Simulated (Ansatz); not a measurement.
SiC (F-43m) from a database of computed structures, relaxed with r2SCAN: it is cubic, F-43m (No. 216); conventional cell a = 4.356 Å, 10.33 Å³ an atom. Si has 4 C at 1.89 Å; C has 4 Si at 1.89 Å. One-shot G0W0@PBE in Ansatz on a 6×6×6 mesh (contour deformation, no spin-orbit coupling), from a PBE gap of 1.352 eV over the mesh points (the G0W0 gap is indirect on the mesh); the number N of bands summed and the screening cutoff rise together. Calculated for a static, non-magnetic cell.

```tsv
N	cutoff (eV)	1000/N	G0W0 gap (eV)
37	80	27.027	1.951
81	140	12.346	2.154
```

Lay a straight line in 1000/N through these rows.
The slope is -0.0138 eV per unit of 1000/N and the intercept 2.325 eV.

Predict the gap at N = 146 (210 eV).
2.325 + (-0.0138) × 6.849 = 2.230 eV; the run gives 2.253 eV, +0.023 eV from the line.

With that run's result added, what limit do the last two rows suggest?
Their slope is (2.253 − 2.154)/(6.849 − 12.346) = -0.0180, which meets 1/N = 0 at 2.38 eV, against 2.325 eV from the first line. The slope steepens, so 1/N isn't yet asymptotic and the true limit probably lies higher still; the k mesh isn't extrapolated.
